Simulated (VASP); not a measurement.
# SiC (Moissanite 3C) (F-43m) in VASP: settings compared, part 2 of 2

VASP 6.6.1.

## (4) Relaxation of cell and atoms, vdW-DF-cx

INCAR

```
SYSTEM = SiC
PREC = Accurate
ENCUT = 600
EDIFF = 1E-6
ISMEAR = -1
SIGMA = 0.05
LREAL = .FALSE.
LASPH = .TRUE.
NELM = 100
ALGO = Normal
ISIF = 3
LWAVE = .FALSE.
LCHARG = .FALSE.
GGA = CX
LUSE_VDW = .TRUE.
AGGAC = 0.0
IBRION = 2
NSW = 40
EDIFFG = -0.005
```

KPOINTS

```
Automatic mesh
0
G
  10 10 10
  0 0 0
```

POSCAR

```
SiC
1.0
    0.0000000000      2.1790000000      2.1790000000
    2.1790000000      0.0000000000      2.1790000000
    2.1790000000      2.1790000000      0.0000000000
Si C
1 1
Direct
    0.0000000000      0.0000000000      0.0000000000
    0.7500000000      0.7500000000      0.7500000000
```

Potentials or basis: VASP PAW PBE potentials, release 64 (Si, C).

Command:

```console
$ cat potpaw_PBE.64/Si/POTCAR potpaw_PBE.64/C/POTCAR > POTCAR
$ mpirun -np 1 vasp_std > vasp.out
```

OUTCAR:

```text
SYSTEM = SiC
   PREC = Accurate
   ENCUT = 600
   EDIFF = 1E-6
   ISMEAR = -1
   LREAL = .FALSE.
   LASPH = .TRUE.
   NELM = 100
   ISIF = 3
   GGA = CX
   IBRION = 2
   NSW = 40
   EDIFFG = -0.005

 ion  position               nearest neighbor table
   1  0.000  0.000  0.000-   2 1.89   2 1.89   2 1.89   2 1.89
   2  0.750  0.750  0.750-   1 1.89   1 1.89   1 1.89   1 1.89

  LATTYP: Found a face centered cubic cell.
 ALAT       =     4.3580000000

  Lattice vectors:

 A1 = (   0.0000000000,   2.1790000000,   2.1790000000)
 A2 = (   2.1790000000,   0.0000000000,   2.1790000000)
 A3 = (   2.1790000000,   2.1790000000,   0.0000000000)

Analysis of symmetry for initial positions (statically):
=====================================================================
 Subroutine PRICEL returns:
 Original cell was already a primitive cell.

 Routine SETGRP: Setting up the symmetry group for a
 face centered cubic supercell.

 Subroutine GETGRP returns: Found 24 space group operations
 (whereof 24 operations were pure point group operations)
 out of a pool of 48 trial point group operations.

The static configuration has the point symmetry T_d .

Analysis of symmetry for dynamics (positions and initial velocities):
=====================================================================
 Subroutine PRICEL returns:
 Original cell was already a primitive cell.

 Routine SETGRP: Setting up the symmetry group for a
 face centered cubic supercell.

 Subroutine GETGRP returns: Found 24 space group operations
 (whereof 24 operations were pure point group operations)
 out of a pool of 48 trial point group operations.

The dynamic configuration has the point symmetry T_d .

 Subroutine INISYM returns: Found 24 space group operations
 (whereof 24 operations are pure point group operations),
 and found     1 'primitive' translations

[... 129 lines left out ...]
  energy-cutoff  :      600.00
  volume of cell :       20.69
 maximum number of plane-waves:       701
 NGX is ok and might be reduce to    28
   NGX = 13   NGY = 13   NGZ = 13

--------------------------------------- Ionic step        1  -------------------------------------------

 number of electron       8.0000000 magnetization

 Free energy of the ion-electron system (eV)
  ---------------------------------------------------
  ext. energy  EPLUGINS =         0.00000000
  ---------------------------------------------------
  free energy    TOTEN  =       -13.11290957 eV

  energy without entropy =      -13.11290955  energy(sigma->0) =      -13.11290956

------------------------ aborting loop because EDIFF is reached ----------------------------------------

  FORCE on cell =-STRESS in cart. coord.  units (eV):
  Direction    XX          YY          ZZ          XY          YZ          ZX
  --------------------------------------------------------------------------------------
  -------------------------------------------------------------------------------------
  Total        0.2088736      0.2088736      0.2088736     -0.0000000      0.0000000      0.0000000
  in kB       16.1730724     16.1730724     16.1730724     -0.0000000      0.0000000      0.0000000
  external PRESSURE =      16.1730724 kB  Pullay stress =       0.0000000 kB
[... 63 lines left out ...]
--------------------------------------- Ionic step        3  -------------------------------------------

 number of electron       8.0000000 magnetization

 Free energy of the ion-electron system (eV)
  ---------------------------------------------------
  ext. energy  EPLUGINS =         0.00000000
  ---------------------------------------------------
  free energy    TOTEN  =       -13.11366515 eV

  energy without entropy =      -13.11366512  energy(sigma->0) =      -13.11366513

 E-fermi :   8.6894     XC(G=0): -11.3858

 val. band max:        8.0103449903   @ k =   0.0000   0.0000   0.0000
 cond. band min:       9.3297716015   @ k =   0.5000   0.5000   0.0000
 fundamental gap:      1.3194266113
 Fermi energy:         8.6893634858

 k-point     1 :       0.0000    0.0000    0.0000
  band No.  band energies     occupation
      1      -7.3276      2.00000
      2       8.0103      2.00000
      3       8.0103      2.00000
      4       8.0103      2.00000
      5      14.1752      0.00000
      6      15.2556      0.00000
      7      15.2556      0.00000
      8      15.2556      0.00000
[... 243 lines left out ...]
 k-point    24 :       0.4000    0.3000    0.0000
  band No.  band energies     occupation
      1      -4.2009      2.00000
      2       2.4520      2.00000
      3       4.8636      2.00000
      4       5.3897      2.00000
      5      10.8371      0.00000
      6      13.5862      0.00000
      7      19.5426      0.00000
      8      19.8553      0.00000

 [... further k-points ...]

------------------------ aborting loop because EDIFF is reached ----------------------------------------

  FORCE on cell =-STRESS in cart. coord.  units (eV):
  Direction    XX          YY          ZZ          XY          YZ          ZX
  --------------------------------------------------------------------------------------
  -------------------------------------------------------------------------------------
  Total        0.0010959      0.0010959      0.0010959      0.0000000      0.0000000      0.0000000
  in kB        0.0842373      0.0842373      0.0842373      0.0000000      0.0000000      0.0000000
  external PRESSURE =       0.0842373 kB  Pullay stress =       0.0000000 kB
[... 21 lines left out ...]
  energy  without entropy=      -13.1136651226  energy(sigma->0) =      -13.11366513

Total vdW correction in eV:      0.9265799

 reached required accuracy - stopping structural energy minimisation
```

It took 1.9 min on 1 thread of AMD EPYC 7R43 (Zen 3), shared host; peak memory 0.28 GiB.

What came out:

- Free energy: -13.1137 eV
- Relaxed volume: 10.42 Å³/atom
- Relaxed cell: a = 3.089 Å, b = 3.089 Å, c = 3.089 Å, α = 60.00°, β = 60.00°, γ = 60.00°
- Space group after relaxing (to 0.05 Å): F-43m (No. 216)
- Energy gained by relaxing: 0.4 meV/atom
- Ionic steps: 3
- Pressure after relaxing: 0.0 GPa
- Band gap on the k mesh: 1.32 eV, indirect (least direct gap 4.50 eV)

The path:
| step | energy change (eV) | largest force (eV/Å) | pressure (GPa) | volume (Å³) |
| --- | --- | --- | --- | --- |
| 1 | 0.0000 | 0.0000 | 1.62 | 20.69 |
| 2 | 0.0001 | 0.0000 | -1.66 | 21.01 |
| 3 | -0.0008 | 0.0000 | 0.01 | 20.84 |

Final structure:
```
CELL_PARAMETERS angstrom
0.00000 2.18431 2.18431
2.18431 0.00000 2.18431
2.18431 2.18431 0.00000
ATOMIC_POSITIONS crystal
Si 0.00000 0.00000 0.00000
C 0.75000 0.75000 0.75000
```

Levels at points of the mesh, in eV from the valence-band top:
```tsv
k point	band 2	band 3	band 4	band 5	band 6	band 7
(0.00, 0.00, 0.00)	0.00	0.00	0.00	6.16	7.25	7.25
(0.50, 0.00, 0.00)	-8.51	-1.05	-1.05	5.38	7.17	7.17
(0.50, 0.50, 0.00)	-7.76	-3.18	-3.18	1.32	4.28	13.93
```

Caveat: the PAW data sets were made with another functional, which shifts forces and pressure a little.

## (5) The runs side by side

```tsv
level	gap on the mesh (eV)	pressure (GPa)	relaxed volume (Å³/atom)
optPBE-vdW	1.55	0.0	10.57
BEEF-vdW	1.58	0.0	10.44
vdW-DF-cx	1.32	0.0	10.42
```

Alike in all rows: task relaxation of cell and atoms; potentials or basis VASP PAW PBE potentials, release 64 (Si, C); no spin polarisation; cell relaxed; k mesh 10 × 10 × 10; cutoff (eV) 600; smearing fermi-dirac 0.05 eV.

Caveats: the PAW data sets were made with another functional, which shifts forces and pressure a little.

Total energies depend on the potentials used, so only differences within one code and one set of settings carry meaning.
